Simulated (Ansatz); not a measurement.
This guess for BN is about to be relaxed.

```
CELL_PARAMETERS angstrom
0.00000 3.30191 3.30191
2.41198 0.00000 3.30191
2.41198 3.30191 0.00000
ATOMIC_POSITIONS crystal
B 0.09107 0.09107 0.40893
B 0.40893 0.40893 0.09107
B 0.15893 0.15893 0.84107
B 0.84107 0.84107 0.15893
N 0.15893 0.84107 0.15893
N 0.84107 0.15893 0.84107
N 0.09107 0.40893 0.09107
N 0.40893 0.09107 0.40893
```

Computed with DFT PBE, scalar-relativistic, plane waves, PAW in Ansatz 0.2.0. Cutoff 420 eV, Gaussian smearing, Γ-centred meshes. Cell and atoms relax first on a coarse mesh and then on a converged one. In between, the cell is made exact in the group found at 0.06 Å. The steps can't lower the symmetry of their start. No spin polarisation.

A guess keeps its type if space group and coordination stay and the shape of the cell changes little (axis ratios within about 15 %, angles within 6°); the volume may change.

Question: Does it keep its structure type, or change into something else?

Answer: It keeps its type. The symmetry stays Fddd (No. 70). The volume per atom grows by 15.4 %, from 6.6 to 7.6 Å³. The shortest distance goes from 1.48 Å (B–N) to 1.52 Å (B–N). Counting neighbours within 15 % of an atom's shortest distance, the start has B 4, N 4 and the end B 4, N 4.

The zero of energy is the elements' standard structures at the same level (N₂ as a molecule); no fitted shifts are applied.

Question: At what energy does it end?

Answer: −0.768 eV/atom.

The last run used a 6×6×6 mesh for its 8-atom cell and Gaussian smearing of 0.02 eV. Symmetry constrained the relaxation, so the result can be a saddle point. Another cell of BN relaxed alike, in P2_1/m, lies 228 meV/atom lower, so this cell isn't the stable form at this level.
